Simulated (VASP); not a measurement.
Runs of VASP 6.6.1 on SrO. It takes space group Fm-3m (No. 225, cubic). Conventional cell: a = 5.133 Å, b = 5.133 Å, c = 5.133 Å, α = 90.00°, β = 90.00°, γ = 90.00°. Sr (site symmetry m-3m) has 6 O at 2.57 Å as nearest neighbours. O (site symmetry m-3m) is surrounded by 6 Sr at 2.57 Å. 

```tsv
task	level	potentials or basis	cell	gap on the mesh (eV)	pressure (GPa)	relaxed volume (Å³/atom)
relaxation of cell and atoms	PBE+D3(BJ)	VASP PAW PBE potentials, release 64 (Sr_sv, O)	relaxed	(a)	0.0	(c)
relaxation of the atoms	PBEsol	VASP PAW PBE potentials, release 64 (Sr_sv, O)	atoms relaxed	3.15	0.0	-
relaxation of cell and atoms	LDA	VASP PAW LDA potentials, release 64 (Sr_sv, O)	relaxed	3.07	0.0	16.34
relaxation of cell and atoms	r2SCAN	VASP PAW PBE potentials, release 64 (Sr_sv, O)	relaxed	3.75	0.0	17.25
relaxation of cell and atoms	PBE	VASP PAW PBE potentials, release 64 (Sr_sv, O)	relaxed	3.28	0.0	(b)
```

Alike in all rows: no spin polarisation; k mesh 10 × 10 × 10; cutoff (eV) 600; smearing gaussian 0.03 eV.

Q: Fill in the values left out.

A: (a) 3.27; (b) 17.62; (c) 17.16.

Caveats: the PAW data sets were made with another functional, which shifts forces and pressure a little (some runs).

A k mesh can miss the band edges, and the runs leave out spin-orbit coupling on Sr.

Not every run made on this cell is shown here.
